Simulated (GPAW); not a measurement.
The system is AgBr.

```
Ag Br
1.0
     0.00000    2.87015    2.87015
     2.87015    0.00000    2.87015
     2.87015    2.87015    0.00000
Ag Br
1 1
Direct
  0.00000 0.00000 0.00000
  0.50000 0.50000 0.50000
```

| Quantity | Value |
| --- | --- |
| Program | GPAW 26.7.0 |
| Task | relaxation of cell and atoms |
| Functional | PBEsol |
| Potentials or basis | PAW data sets generated in the run's folder for this functional |
| Cutoff | 600 eV |
| Basis | pw |
| k mesh | 8 × 8 × 8 |
| Occupations | fermi-dirac, width 0.05 eV |
| Spin | no spin polarisation |

At the start: pressure -1.4 GPa; volume 23.64 Å³/atom.

Q: Where does the relaxation end?

A: Over 3 steps the energy falls by 3.2 meV/atom and the volume is 22.91 Å³/atom (-3.1 %); space group Fm-3m (No. 225, to 0.05 Å).

Step by step:
```
step  energy change (eV)  largest force (eV/Å)  pressure (GPa)  volume (Å³)
   1              0.0000                0.0000           -1.45        47.29
   2             -0.0018                0.0000           -1.24        47.07
   3             -0.0064                0.0000            0.07        45.82
```

Final structure:
```xyz
2
Lattice="0.0000 2.8402 2.8402 2.8402 0.0000 2.8402 2.8402 2.8402 0.0000" Properties=species:S:1:pos:R:3 pbc="T T T"
Ag    0.0000    0.0000    0.0000
Br    2.8402    2.8402    2.8402
```

Caveat: later steps reuse the first step's grids.
